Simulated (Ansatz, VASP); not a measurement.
Ru in VASP and in Ansatz

```
CELL_PARAMETERS angstrom
5.41200 0.00000 0.00000
2.70600 4.68693 0.00000
0.00000 0.00000 20.28200
ATOMIC_POSITIONS crystal
Ru 0.00000 0.00000 0.39444
Ru 0.50000 0.00000 0.39444
Ru 0.00000 0.50000 0.39444
Ru 0.50000 0.50000 0.39444
Ru 0.83333 0.33333 0.49642
Ru 0.33333 0.33333 0.49642
Ru 0.83333 0.83333 0.49642
Ru 0.33333 0.83333 0.49642
Ru 0.00000 0.00000 0.59838
Ru 0.50000 0.00000 0.59838
Ru 0.00000 0.50000 0.59838
Ru 0.50000 0.50000 0.59838
```

Alike in both runs: functional PBE; k mesh 4 × 4 × 1; occupations gaussian, width 0.1 eV; no spin polarisation.

Ansatz relaxed the structure, and its values are those at the end. VASP's run is a single point on that final structure, the one shown.

|  | VASP | Ansatz |
| --- | --- | --- |
| version | VASP 6.6.1 | Ansatz 0.2.0 |
| potentials or method | VASP PAW PBE potentials, release 64 (Ru_pv) | scalar-relativistic, plane waves, PAW |
| plane-wave cutoff (eV) | 520 | 420 |
| valence electrons in the cell | 168 | 192 |

VASP gave:

```
rms of the force components (eV/Å) : 0.006
```

What did Ansatz give for the same quantities?

rms of the force components (eV/Å): 0.002.

The two sets of potentials don't hold the same shells in valence.
